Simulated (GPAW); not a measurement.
# Cr (Im-3m) in GPAW: further runs

One crystal, Cr, is run at these levels: PBE, LDA, RPBE; tasks: single point.

Program: GPAW 26.7.0. These are calculated values, not measurements. Logs are shortened: lines on timing, memory, paths and dates and some standing lists are left out, and cuts for length are marked. The log counts tension as positive stress, the text compression.

### 1 Starting point

It takes space group Im-3m (No. 229, cubic). The conventional cell has a = 2.969 Å, b = 2.969 Å, c = 2.969 Å, α = 90.00°, β = 90.00°, γ = 90.00°. Around Cr (site symmetry m-3m) lie 8 Cr at 2.57 Å.

### 2 Single point, PBE, collinear spin, ferromagnetic start

run.py

```python
from ase.dft.bandgap import bandgap
from ase.io import read, write
from ase.units import GPa
from gpaw import GPAW, PW

atoms = read('POSCAR')
atoms.set_initial_magnetic_moments([3.0])

calc = GPAW(mode=PW(600),
            xc='PBE',
            kpts={'size': (12, 12, 12), 'gamma': True},
            occupations={'name': 'methfessel-paxton', 'order': 0, 'width': 0.028000000000000004},
            nbands=11,
            convergence={'density': 1e-05, 'energy': 1e-05},
            maxiter=150,
            txt='gpaw.txt')
atoms.calc = calc
energy = atoms.get_potential_energy()
forces = atoms.get_forces()
stress = atoms.get_stress()
calc.write('gs.gpw')
write('result.traj', atoms)
print(f'Energy: {energy:.6f} eV')
print('Forces (eV/A):')
print(forces.round(4))
print('Stress (GPa):', (stress / GPa).round(3))
print('Moments:', calc.get_magnetic_moments().round(3))
print('Fermi level:', round(calc.get_fermi_level(), 4), 'eV')
print(f'Gap: {bandgap(calc)[0]:.4f} eV, direct: {bandgap(calc, direct=True)[0]:.4f} eV')
```

POSCAR

```
Cr
1.0
   -1.4844496776      1.4844496776      1.4844496776
    1.4844496776     -1.4844496776      1.4844496776
    1.4844496776      1.4844496776     -1.4844496776
Cr
1
Direct
    0.0000000000      0.0000000000      0.0000000000
```

Potentials or basis: GPAW PAW data sets (gpaw-data 1.2.1), pw.

On the command line:

```sh
$ OMP_NUM_THREADS=1 python run.py
```

gpaw.txt:

```text
__  _  _
 | _ |_)|_||  |
 |__||  | ||/\| - 26.7.0

Input parameters:
  mode=PW(ecut=600.0),
  convergence={'density': 1e-05, 'energy': 1e-05},
  kpts=MonkhorstPack(size=(12, 12, 12), gamma=True),
  maxiter=150,
  nbands=11,
  occupations=Occupations(name='methfessel-paxton', order=0, width=0.028000000000000004),
  xc=XC(name='PBE')

Diagonalizing LCAO Hamiltonian
Converting LCAO to pw mode

       Cr

Atoms  # Å, Bohr magnetons
|   | symbol |        x |        y |        z |    initial magnetic moments |
|---|--------|----------|----------|----------|-----------------------------|
| 0 |     Cr | 0.000000 | 0.000000 | 0.000000 | ( 0.0000,  0.0000,  3.0000) |

Unit cell  # Å
| periodic |         x |         y |         z |  lengths |     angles |
|----------|-----------|-----------|-----------|----------|------------|
|      yes | -1.484450 |  1.484450 |  1.484450 | 2.571142 | 109.471221 |
|      yes |  1.484450 | -1.484450 |  1.484450 | 2.571142 | 109.471221 |
|      yes |  1.484450 |  1.484450 | -1.484450 | 2.571142 | 109.471221 |

Number of symmetries: 48
Symmetry operations  # r_c * U_cc + t_c -> r_c
|    | kind |            matrix            |
|----|------|------------------------------|
|  0 |  σ   |  1, 1, 1,  0, 0,-1,  0,-1, 0 |
|  1 |  C4  |  1, 1, 1,  0, 0,-1, -1, 0, 0 |
|  2 |  C2  |  1, 1, 1,  0,-1, 0,  0, 0,-1 |
|  3 |  S6  |  1, 1, 1,  0,-1, 0, -1, 0, 0 |
|  4 |  S6  |  1, 1, 1, -1, 0, 0,  0, 0,-1 |
|  5 |  C4  |  1, 1, 1, -1, 0, 0,  0,-1, 0 |
|  6 |  E   |  1, 0, 0,  0, 1, 0,  0, 0, 1 |
|  7 |  σ   |  1, 0, 0,  0, 1, 0, -1,-1,-1 |
|  8 |  σ   |  1, 0, 0,  0, 0, 1,  0, 1, 0 |
|  9 |  C3  |  1, 0, 0,  0, 0, 1, -1,-1,-1 |
| 10 |  C3  |  1, 0, 0, -1,-1,-1,  0, 1, 0 |
| 11 |  σ   |  1, 0, 0, -1,-1,-1,  0, 0, 1 |
| 12 |  σ   |  0, 1, 0,  1, 0, 0,  0, 0, 1 |
| 13 |  C2  |  0, 1, 0,  1, 0, 0, -1,-1,-1 |
| 14 |  C3  |  0, 1, 0,  0, 0, 1,  1, 0, 0 |
| 15 |  S4  |  0, 1, 0,  0, 0, 1, -1,-1,-1 |
| 16 |  S4  |  0, 1, 0, -1,-1,-1,  1, 0, 0 |
| 17 |  C3  |  0, 1, 0, -1,-1,-1,  0, 0, 1 |
| 18 |  C3  |  0, 0, 1,  1, 0, 0,  0, 1, 0 |
| 19 |  S4  |  0, 0, 1,  1, 0, 0, -1,-1,-1 |
| 20 |  σ   |  0, 0, 1,  0, 1, 0,  1, 0, 0 |
| 21 |  C3  |  0, 0, 1,  0, 1, 0, -1,-1,-1 |
| 22 |  C2  |  0, 0, 1, -1,-1,-1,  1, 0, 0 |
| 23 |  S4  |  0, 0, 1, -1,-1,-1,  0, 1, 0 |
| 24 |  C4  |  0, 0,-1,  1, 1, 1,  0,-1, 0 |
| 25 |  σ   |  0, 0,-1,  1, 1, 1, -1, 0, 0 |
| 26 |  S6  |  0, 0,-1,  0,-1, 0,  1, 1, 1 |
| 27 |  C2  |  0, 0,-1,  0,-1, 0, -1, 0, 0 |
| 28 |  C4  |  0, 0,-1, -1, 0, 0,  1, 1, 1 |
| 29 |  S6  |  0, 0,-1, -1, 0, 0,  0,-1, 0 |
| 30 |  S6  |  0,-1, 0,  1, 1, 1,  0, 0,-1 |
| 31 |  C4  |  0,-1, 0,  1, 1, 1, -1, 0, 0 |
| 32 |  C4  |  0,-1, 0,  0, 0,-1,  1, 1, 1 |
| 33 |  S6  |  0,-1, 0,  0, 0,-1, -1, 0, 0 |
| 34 |  σ   |  0,-1, 0, -1, 0, 0,  1, 1, 1 |
| 35 |  C2  |  0,-1, 0, -1, 0, 0,  0, 0,-1 |
| 36 |  C2  | -1, 0, 0,  1, 1, 1,  0, 0,-1 |
| 37 |  S6  | -1, 0, 0,  1, 1, 1,  0,-1, 0 |
| 38 |  S6  | -1, 0, 0,  0, 0,-1,  1, 1, 1 |
| 39 |  C2  | -1, 0, 0,  0, 0,-1,  0,-1, 0 |
| 40 |  C2  | -1, 0, 0,  0,-1, 0,  1, 1, 1 |
| 41 |  i   | -1, 0, 0,  0,-1, 0,  0, 0,-1 |
| 42 |  S4  | -1,-1,-1,  1, 0, 0,  0, 1, 0 |
| 43 |  C3  | -1,-1,-1,  1, 0, 0,  0, 0, 1 |
| 44 |  C3  | -1,-1,-1,  0, 1, 0,  1, 0, 0 |
| 45 |  σ   | -1,-1,-1,  0, 1, 0,  0, 0, 1 |
| 46 |  S4  | -1,-1,-1,  0, 0, 1,  1, 0, 0 |
| 47 |  C2  | -1,-1,-1,  0, 0, 1,  0, 1, 0 |

BZ-sampling:
  Number of BZ points: 1728
  Number of IBZ points: 72

  Monkhorst-Pack size: [12, 12, 12]
  Monkhorst-Pack shift: [0.041666666666666664, 0.041666666666666664, 0.041666666666666664]

K-points  # in reciprocal-cell coordinates
|     |                                coordinates |     weight |
|-----|--------------------------------------------|------------|
|   0 | ( -0.00000000,  -0.00000000,  -0.00000000) | 0.00057870 |
|   1 | (  0.08333333,  -0.00000000,  -0.00000000) | 0.00694444 |
|   2 | (  0.08333333,   0.08333333,  -0.08333333) | 0.00347222 |
|   3 | (  0.16666667,  -0.00000000,  -0.08333333) | 0.01388889 |
|   4 | (  0.16666667,  -0.00000000,  -0.00000000) | 0.00694444 |
|   5 | (  0.16666667,   0.08333333,  -0.08333333) | 0.01388889 |
|   6 | (  0.16666667,   0.16666667,  -0.16666667) | 0.00347222 |
|   7 | (  0.25000000,  -0.08333333,  -0.08333333) | 0.00462963 |
|   8 | (  0.25000000,  -0.00000000,  -0.08333333) | 0.02777778 |
|   9 | (  0.25000000,  -0.00000000,  -0.00000000) | 0.00694444 |
| ... |                                            |            |
|  71 | (  0.50000000,   0.50000000,   0.50000000) | 0.00057870 |

Plane wave coefficients: 466
Cutoff: 600.0 eV

Spin-components: 2 (collinear spins)
Bands:           11
Projectors:      6
Spin-degeneracy: 1
Datatype:        complex128

Parallelization:
  kpt:    1
  domain: 1
  band:   1

Density:
  Valence electrons: 6.0
  Components: 2
  Grid points: [15 15 15]
  Charge: 0.0  # |e|

Potential:
  Grid points: [15 15 15]

species:
  Cr:
    name:    Chromium
    Z:       24.0
    valence: 6
    core:    18
    charge:  0.0  # [|e|]
    compensation charges:
      type: gauss
      rc: 0.35  # [Å]
      lmax: 2
    cutoffs:
      filter: 2.14  # [Å]
      core: 3.04  # [Å]
    projectors
    | kind |    occ | energy [eV] | rcut [Å] |
    |------|--------|-------------|----------|
    |   4s |  1.000 |      -4.007 |    1.164 |
    |   4p |  0.000 |      -0.989 |    1.217 |
    |   3d |  5.000 |      -2.913 |    1.111 |
    |    s |        |      23.205 |    1.164 |
    |    p |        |      26.223 |    1.217 |
    |    d |        |      24.299 |    1.111 |

    Using partial waves for Cr as LCAO basis

Reference energy: -28582.377450  # eV

eigensolver:
  PPCG
  Converge bands: occupied
  niter=2

density mixing:
  MSR1-Mixer
  Pratt-step length: 0.05
  Maximum mixing coefficient: 0.75
  Old densities: 10
  SVD Regularization: 0.005
  Good broyden scale: 1.0
  Trust region scale: 1.0
  Backstep threshold: 4.0
  History deletion threshold: 6.0
  Fourier metric: weight=20.0, sigma=0.015

occupation numbers:
  Methfessel-Paxton:
    width: 0.0280  # eV
    order: 0

poisson solver:
  ecut: 4800.0  # eV

xc functional:
  name: PBE with 2 nearest neighbor stencil

convergence criteria:
- Maximum integral of absolute [dens]ity change: 1e-05 electrons / valence electron
- Maximum [total energy] change in last 3 cyles: 1e-05 eV / valence electron
- Maximum integral of absolute [eigenst]ate change: 4e-08 eV^2 / valence electron
maximum number of iterations: 150

SCF iterations
|iter     | |      energy | eigst |  dens |  magmom |
|---------|-|-------------|-------|-------|---------|
|iter:   1| |   -8.359153 | -0.22 |       |  +2.9978|
|iter:   2| |   -8.391374 | -1.99 | -0.45 |  +2.9147|
|iter:   3| |   -9.013089 | -1.93 | -0.48 |  +1.4799|
|iter:   4| |   -9.224408 | -1.62 | -0.66 |  -0.1115|
|iter:   5| |   -9.232526 | -2.39 | -1.12 |  -0.2338|
|iter:   6| |   -9.238122 | -2.78 | -1.36 |  +0.3176|
|iter:   7| |   -9.251251 | -2.88 | -1.29 |  +0.0105|
|iter:   8| |   -9.251301 | -4.58 | -2.32 |  -0.0110|
|iter:   9| |   -9.251309c| -5.80 | -2.78 |  +0.0047|
|iter:  10| |   -9.251321c| -5.60 | -2.90 |  -0.0024|
|iter:  11| |   -9.251321c| -7.89c| -3.45 |  +0.0002|
|iter:  12| |   -9.251321c| -7.87c| -4.09 |  -0.0001|
|iter:  13| |   -9.251321c| -8.18c| -4.75 |  +0.0000|
|iter:  14| |   -9.251321c| -9.15c| -5.50c|  -0.0000|

Converged in 14 steps
Energy contributions relative to reference atoms: (reference = -28582.377450)

Energy contributions:
  Kinetic:         -24.938883
  Coulomb:          17.343896
  Zero:              0.190321
  External:          0.000000
  Xc:               -1.846538
  Entropy:          -0.000235
  Spinorbit:         0.000000
  ----------------------------
  Free energy:      -9.251439
  Extrapolated:     -9.251321

dipole moment: (-3.671115, -3.671115, -3.671115)  # |e|*Ang

Total magnetic moment: (0.000000, 0.000000, -0.000001)

Local magnetic moments
|        x |        y |        z |
|----------|----------|----------|
| 0.000000 | 0.000000 | 0.000000 |  # Cr   0

Fermi level: 9.550
Eigenvalues  # (at kpt = [-0.000, -0.000, -0.000])
| band index |      eig [eV] | occ [0-1] |      eig [eV] | occ [0-1] |
|------------|---------------|-----------|---------------|-----------|
|          0 |         2.231 |     1.000 |         2.231 |     1.000 |
|          1 |         8.788 |     1.000 |         8.788 |     1.000 |
|          2 |         8.788 |     1.000 |         8.788 |     1.000 |
|          3 |         8.788 |     1.000 |         8.788 |     1.000 |
|          4 |        10.497 |     0.000 |        10.497 |     0.000 |
|          5 |        10.497 |     0.000 |        10.497 |     0.000 |
|          6 |        19.558 |     0.000 |        19.558 |     0.000 |
|          7 |        19.558 |     0.000 |        19.558 |     0.000 |
|          8 |        19.558 |     0.000 |        19.558 |     0.000 |
|          9 |        27.590 |     0.000 |        27.591 |     0.000 |
|         10 |        31.512 |     0.000 |        31.512 |     0.000 |

No gap
No difference between direct/indirect transitions

Forces  # eV/Ang
|       x |       y |        z |
|---------|---------|----------|
| 0.00000 | 0.00000 | -0.00000 |  # Cr   0

Stress tensor  # eV/Ang^3
|         x |         y |         z |
|-----------|-----------|-----------|
|  0.159308 | -0.000000 | -0.000000 |
| -0.000000 |  0.159308 |  0.000000 |
| -0.000000 |  0.000000 |  0.159308 |

# Writing to gs.gpw (mode='')
```

It took 30 s on 1 thread of Arm Neoverse N1, shared host; peak memory 0.14 GiB.

What came out:

```
Free energy            : -9.2514 eV
Pressure               : -25.5 GPa
Band gap on the k mesh : none (metal or under the smearing width)
Net moment             : 0.00 μB per cell
```

Caveat: the starting moments collapsed, and a magnetic state may lie lower; so large a pressure means that the cell lies far from this level's equilibrium, or that cutoff or potentials fall short.

### 3 Single point, LDA, collinear spin, ferromagnetic start

run.py: that of step 2 with these lines changed.

```diff
@@ -2,4 +2,5 @@
 from ase.io import read, write
-from ase.units import GPa
+from ase.units import Bohr, GPa
 from gpaw import GPAW, PW
+from gpaw.elf import elf_from_dft_calculation
 
@@ -9,5 +10,5 @@
 calc = GPAW(mode=PW(600),
-            xc='PBE',
+            xc='LDA',
             kpts={'size': (12, 12, 12), 'gamma': True},
-            occupations={'name': 'methfessel-paxton', 'order': 0, 'width': 0.028000000000000004},
+            occupations={'name': 'methfessel-paxton', 'order': 0, 'width': 0.1},
             nbands=11,
@@ -29 +30,7 @@
 print(f'Gap: {bandgap(calc)[0]:.4f} eV, direct: {bandgap(calc, direct=True)[0]:.4f} eV')
+
+# fields on the real-space grid
+write('density.cube', atoms, data=calc.get_pseudo_density() * Bohr**3)
+write('potential.cube', atoms, data=calc.get_electrostatic_potential())
+write('spin.cube', atoms, data=(calc.get_pseudo_density(spin=0) - calc.get_pseudo_density(spin=1)) * Bohr**3)
+write('elf.cube', atoms, data=elf_from_dft_calculation(calc).data)
```

POSCAR is that of step 2.

Potentials or basis: the program's PAW data sets (release 1.2.1) made for this functional, pw.

On the command line:

```sh
$ OMP_NUM_THREADS=1 python run.py
```

Run time: 29 s. Hardware: 1 thread of Arm Neoverse N1, shared host; peak memory 0.14 GiB.

It converged, with:

| Item | Value |
| --- | --- |
| Free energy | -10.2382 eV |
| Pressure | -39.3 GPa |
| Band gap on the k mesh | none (metal or under the smearing width) |
| Net moment | 0.00 μB per cell |

Levels at points of the mesh, in eV from the Fermi level:
Spin up:
```csv
k point,band 1,band 2,band 3,band 4,band 5,band 6,band 7
"(0.00, 0.00, 0.00)",-7.26,-0.74,-0.74,-0.74,0.92,0.92,5.96
"(0.50, 0.50, 0.00)",-3.78,-2.02,0.92,1.02,1.17,2.40,5.89
"(0.50, 0.50, 0.50)",-3.58,-3.58,2.07,2.07,2.07,5.87,8.64
```
Spin down:
```
           k point  band 1  band 2  band 3  band 4  band 5  band 6  band 7
(0.00, 0.00, 0.00)   -7.26   -0.74   -0.74   -0.74    0.92    0.92    5.96
(0.50, 0.50, 0.00)   -3.78   -2.02    0.92    1.02    1.17    2.40    5.89
(0.50, 0.50, 0.50)   -3.58   -3.58    2.07    2.07    2.07    5.87    8.64
```

Caveat: the starting moments collapsed, and a magnetic state may lie lower; a pressure of tens of GPa on the cell as given is suspect, and the run, the potentials or the cell itself is likely at fault.

### 4 Single point, RPBE, collinear spin, ferromagnetic start

run.py

```python
from ase.dft.bandgap import bandgap
from ase.io import read, write
from ase.units import GPa
from gpaw import GPAW, PW

atoms = read('POSCAR')
atoms.set_initial_magnetic_moments([3.0])

calc = GPAW(mode=PW(600),
            xc='RPBE',
            kpts={'size': (12, 12, 12), 'gamma': True},
            occupations={'name': 'methfessel-paxton', 'order': 0, 'width': 0.05},
            nbands=11,
            convergence={'density': 1e-05, 'energy': 1e-05},
            maxiter=150,
            txt='gpaw.txt')
atoms.calc = calc
energy = atoms.get_potential_energy()
forces = atoms.get_forces()
stress = atoms.get_stress()
calc.write('gs.gpw')
write('result.traj', atoms)
print(f'Energy: {energy:.6f} eV')
print('Forces (eV/A):')
print(forces.round(4))
print('Stress (GPa):', (stress / GPa).round(3))
print('Moments:', calc.get_magnetic_moments().round(3))
print('Fermi level:', round(calc.get_fermi_level(), 4), 'eV')
print(f'Gap: {bandgap(calc)[0]:.4f} eV, direct: {bandgap(calc, direct=True)[0]:.4f} eV')
```

POSCAR is that of step 3.

Potentials or basis: the program's PAW data sets (release 1.2.1) made for this functional, pw.

On the command line:

```sh
$ OMP_NUM_THREADS=1 python run.py
```

gpaw.txt:

```text
__  _  _
 | _ |_)|_||  |
 |__||  | ||/\| - 26.7.0

Input parameters:
  mode=PW(ecut=600.0),
  convergence={'density': 1e-05, 'energy': 1e-05},
  kpts=MonkhorstPack(size=(12, 12, 12), gamma=True),
  maxiter=150,
  nbands=11,
  occupations=Occupations(name='methfessel-paxton', order=0, width=0.05),
  xc=XC(name='RPBE')

Diagonalizing LCAO Hamiltonian
Converting LCAO to pw mode

       Cr

Atoms  # Å, Bohr magnetons
|   | symbol |        x |        y |        z |    initial magnetic moments |
|---|--------|----------|----------|----------|-----------------------------|
| 0 |     Cr | 0.000000 | 0.000000 | 0.000000 | ( 0.0000,  0.0000,  3.0000) |

Unit cell  # Å
| periodic |         x |         y |         z |  lengths |     angles |
|----------|-----------|-----------|-----------|----------|------------|
|      yes | -1.484450 |  1.484450 |  1.484450 | 2.571142 | 109.471221 |
|      yes |  1.484450 | -1.484450 |  1.484450 | 2.571142 | 109.471221 |
|      yes |  1.484450 |  1.484450 | -1.484450 | 2.571142 | 109.471221 |

Number of symmetries: 48
Symmetry operations  # r_c * U_cc + t_c -> r_c
|    | kind |            matrix            |
|----|------|------------------------------|
|  0 |  σ   |  1, 1, 1,  0, 0,-1,  0,-1, 0 |
|  1 |  C4  |  1, 1, 1,  0, 0,-1, -1, 0, 0 |
|  2 |  C2  |  1, 1, 1,  0,-1, 0,  0, 0,-1 |
|  3 |  S6  |  1, 1, 1,  0,-1, 0, -1, 0, 0 |
|  4 |  S6  |  1, 1, 1, -1, 0, 0,  0, 0,-1 |
|  5 |  C4  |  1, 1, 1, -1, 0, 0,  0,-1, 0 |
|  6 |  E   |  1, 0, 0,  0, 1, 0,  0, 0, 1 |
|  7 |  σ   |  1, 0, 0,  0, 1, 0, -1,-1,-1 |
[... 163 lines left out ...]
|iter:  12| |   -8.737477c| -6.37 | -3.09 |  -0.0007|
|iter:  13| |   -8.737477c| -8.03c| -3.93 |  +0.0000|
|iter:  14| |   -8.737477c| -8.08c| -4.98 |  -0.0000|
|iter:  15| |   -8.737477c| -8.81c| -5.47c|  -0.0000|

Converged in 15 steps
Energy contributions relative to reference atoms: (reference = -28587.401651)

Energy contributions:
  Kinetic:         -25.801325
  Coulomb:          18.171973
  Zero:              0.210352
  External:          0.000000
  Xc:               -1.318214
  Entropy:          -0.000527
  Spinorbit:         0.000000
  ----------------------------
  Free energy:      -8.737741
  Extrapolated:     -8.737477

dipole moment: (-3.662925, -3.662925, -3.662925)  # |e|*Ang

Total magnetic moment: (0.000000, 0.000000, -0.000001)

Local magnetic moments
|        x |        y |        z |
|----------|----------|----------|
| 0.000000 | 0.000000 | 0.000001 |  # Cr   0

Fermi level: 9.629
Eigenvalues  # (at kpt = [-0.000, -0.000, -0.000])
| band index |      eig [eV] | occ [0-1] |      eig [eV] | occ [0-1] |
|------------|---------------|-----------|---------------|-----------|
|          0 |         2.339 |     1.000 |         2.339 |     1.000 |
|          1 |         8.894 |     1.000 |         8.894 |     1.000 |
|          2 |         8.894 |     1.000 |         8.894 |     1.000 |
|          3 |         8.894 |     1.000 |         8.894 |     1.000 |
|          4 |        10.611 |     0.000 |        10.611 |     0.000 |
|          5 |        10.611 |     0.000 |        10.611 |     0.000 |
|          6 |        20.717 |     0.000 |        20.717 |     0.000 |
|          7 |        20.717 |     0.000 |        20.717 |     0.000 |
|          8 |        20.717 |     0.000 |        20.717 |     0.000 |
|          9 |        31.480 |     0.000 |        31.480 |     0.000 |
|         10 |        32.100 |     0.000 |        32.097 |     0.000 |

No gap
No difference between direct/indirect transitions

Forces  # eV/Ang
|       x |       y |       z |
|---------|---------|---------|
| 0.00000 | 0.00000 | 0.00000 |  # Cr   0

Stress tensor  # eV/Ang^3
|         x |         y |         z |
|-----------|-----------|-----------|
|  0.129494 | -0.000000 | -0.000000 |
| -0.000000 |  0.129494 |  0.000000 |
| -0.000000 |  0.000000 |  0.129494 |

# Writing to gs.gpw (mode='')
```

stdout:

```text
Energy: -8.737477 eV
Forces (eV/A):
[[0. 0. 0.]]
Stress (GPa): [20.747 20.747 20.747  0.    -0.    -0.   ]
Moments: [0.]
Fermi level: 9.6288 eV
Gap: 0.0000 eV, direct: 0.0000 eV
```

Run time: 32 s. Hardware: 1 thread of Arm Neoverse N1, shared host; peak memory 0.14 GiB.

Results:

| Item | Value |
| --- | --- |
| Free energy | -8.7377 eV |
| Pressure | -20.7 GPa |
| Band gap on the k mesh | none (metal or under the smearing width) |
| Net moment | 0.00 μB per cell |

Caveat: the starting moments collapsed, and a magnetic state may lie lower; so large a pressure means that the cell lies far from this level's equilibrium, or that cutoff or potentials fall short.

(Continued in part 2 of 2.)
